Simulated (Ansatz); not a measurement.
**GaAs: elastic constants with PBEsol+D3(BJ)**

**Measured values to compare with.**

“Evidence of valence band perturbations in GaAsN/GaAs(001): A combined variable-angle spectroscopic ellipsometry and modulated photoreflectance investigation”, 2008, arxiv:0805.2212 reports, for a bulk crystal of GaAs at 300 K: band gap 1.412 ± 0.01 eV (direct).

Crystal: GaAs.

```xyz
2
Lattice="3.9978 0.0000 0.0000 1.9989 3.4622 0.0000 1.9989 1.1541 3.2642" Properties=species:S:1:pos:R:3 pbc="T T T"
As    5.9967    3.4622    2.4481
Ga    0.0000    0.0000    0.0000
```

| Item | Value |
| --- | --- |
| Program | Ansatz 0.2.0 |
| Task | elastic constants |
| Functional | PBEsol |
| Dispersion | D3(BJ) |
| Potentials or basis | all-electron PAW datasets made for the crystal |
| Cutoff | 220 eV (chosen from the basis error) |
| k mesh | 6 × 6 × 6 |
| Occupations | gaussian, width 0.1 eV |
| Spin | no spin polarisation |

```
Pressure               : -1.9 GPa
Band gap on the k mesh : 0.44 eV, direct
Voigt bulk modulus     : 66 GPa
```

Levels at points of the mesh, in eV from the valence-band top:
```tsv
k point	band 6	band 7	band 8	band 9	band 10	band 11	band 12	band 13
(0.00, 0.00, 0.00)	-12.75	0.00	0.00	0.00	0.44	3.70	3.70	3.70
(0.00, 0.00, -0.50)	-10.98	-6.67	-1.15	-1.15	0.93	4.59	4.59	7.58
(0.00, -0.50, -0.50)	-10.24	-6.84	-2.69	-2.69	1.35	1.58	10.13	10.13
```

Elastic tensor in Voigt notation (GPa, in the Cartesian axes of the cell as first typed):
```
132  38  30  11   0   0
 38 132  30 -11   0   0
 30  30 140   0   0   0
 11 -11   0  39   0   0
  0   0   0   0  39  11
  0   0   0   0  11  47
```

Wall time 4.6 min on 1 thread of Intel(R) Xeon(R) Platinum 8375C CPU @ 2.90GHz (Ice Lake), on a shared host, peak memory 0.67 GiB.

A measured gap of GaAs is 1.412 eV (direct; 300 K; “Evidence of valence band perturbations in GaAsN/GaAs(001): A combined variable-angle spectroscopic ellipsometry and modulated photoreflectance investigation”, 2008, arxiv:0805.2212); the calculated 0.44 eV misses it by -0.97 eV. 3 values of this kind are on record (1.412 to 1.51 eV); this one was drawn at random among those near their median, those with a stated uncertainty first. Spin-orbit coupling on As, Ga is left out. The value is that of PBEsol+D3(BJ) on a finite k mesh, which can miss the band edges, without temperature or zero-point motion. Semilocal functionals fall short of measured gaps as a rule.

Caveat: the datasets are made anew for each crystal, so energies of different cells compare to about 1 meV per atom.
